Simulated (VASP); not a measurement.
Crystal: BAs.

```
B As
1.0
     0.00000    2.38850    2.38850
     2.38850    0.00000    2.38850
     2.38850    2.38850    0.00000
B As
1 1
Direct
  0.00000 0.00000 0.00000
  0.25000 0.25000 0.25000
```

| Item | Value |
| --- | --- |
| Program | VASP 6.6.1 |
| Task | relaxation of cell and atoms |
| Functional | PBE |
| Potentials or basis | VASP PAW PBE potentials, release 64 (B, As) |
| Cutoff | 600 eV |
| k mesh | 10 × 10 × 10 |
| Occupations | gaussian, width 0.02 eV |
| Spin | no spin polarisation |

At the start: pressure 3.4 GPa; volume 13.63 Å³/atom.

Task: Where does the relaxation end?

Result: Over 3 steps the energy falls by 3.5 meV/atom and the volume is 13.97 Å³/atom (+2.5 %); space group F-43m (No. 216, to 0.05 Å).

Step by step:
```
step  energy change (eV)  largest force (eV/Å)  pressure (GPa)  volume (Å³)
   1              0.0000                0.0000            3.42        27.25
   2             -0.0037                0.0000           -2.18        28.42
   3             -0.0071                0.0000            0.01        27.93
```

Final structure:
```
B As
1.0
     0.00000    2.40817    2.40817
     2.40817    0.00000    2.40817
     2.40817    2.40817    0.00000
B As
1 1
Direct
  0.00000 0.00000 0.00000
  0.25000 0.25000 0.25000
```
